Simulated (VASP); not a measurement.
The system is CeO.

```xyz
2
Lattice="1.2319 0.7112 3.9304 -1.2319 0.7112 3.9304 0.0000 -1.4224 3.9304" Properties=species:S:1:pos:R:3 pbc="T T T"
Ce    0.0000    0.0000    5.8956
O     0.0000    0.0000    0.0000
```

The cell comes from a database or a generator and needn't be the stable form of this composition.

Base run:

```yaml
Program: VASP 6.6.1
Functional: LDA
Potentials_or_basis: VASP PAW LDA potentials, release 64 (Ce, O)
Cutoff: 520 eV
k_mesh: 9 × 9 × 9
Occupations: gaussian, width 0.05 eV
Spin: collinear spin, zero start
Starting_moments: "[0.0, 0.0] μB"
Hubbard_terms: Ce f U = 5 eV
```

Its results: band gap on the k mesh none (metal or under the smearing width); pressure 144.0 GPa; net moment 0.00 μB per cell.

The run is repeated on the same cell with these changes: hubbard terms from Ce f U = 5 eV to none. What comes out?

Band gap on the k mesh none (metal or under the smearing width); pressure 110.9 GPa; net moment 0.00 μB per cell.

Caveats: the magnetic or orbital state may not be the lowest; a pressure of tens of GPa on the cell as given is suspect, and the run, the potentials or the cell itself is likely at fault; spin-orbit coupling is left out, which moves the levels of the heavy elements; without U or exact exchange the open f shell lies at the Fermi level, which spoils levels, moments and volumes (some runs).
